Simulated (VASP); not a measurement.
**N2: single point with PBE**

N2, in a box:

```
CELL_PARAMETERS angstrom
11.44147 0.00000 0.00000
0.00000 11.94147 0.00000
0.00000 0.00000 12.44147
ATOMIC_POSITIONS crystal
N 0.52146 0.51592 0.46216
N 0.47780 0.49205 0.53914
```

```json
{"Program": "VASP 6.6.1", "Task": "single point", "Functional": "PBE", "Potentials or basis": "VASP PAW PBE potentials, release 64 (N)", "Cutoff": "400 eV", "k mesh": "1 × 1 × 1", "Occupations": "gaussian, width 0.01 eV", "Spin": "no spin polarisation"}
```

* Largest force: 0.010 eV/Å
* Gap between the frontier levels: 8.02 eV

Forces in eV/Å, atoms in the order of the input:
```
N   -0.002 -0.005  0.008
N    0.002  0.005 -0.008
```

Levels at points of the mesh, in eV from the valence-band top:
```
           k point  band 2  band 3  band 4  band 5  band 6  band 7  band 8  band 9
(0.00, 0.00, 0.00)   -3.41   -1.33   -1.33    0.00    8.02    8.02    9.94   10.86
```

Run time: 52 s on 1 thread of Intel(R) Xeon(R) 6975P-C (Granite Rapids) (shared host), peak memory 0.83 GiB.

Caveat: the standard files for N, O and F lose accuracy on very short bonds. PBE gaps usually lie below the measured ones, often by a third to a half.
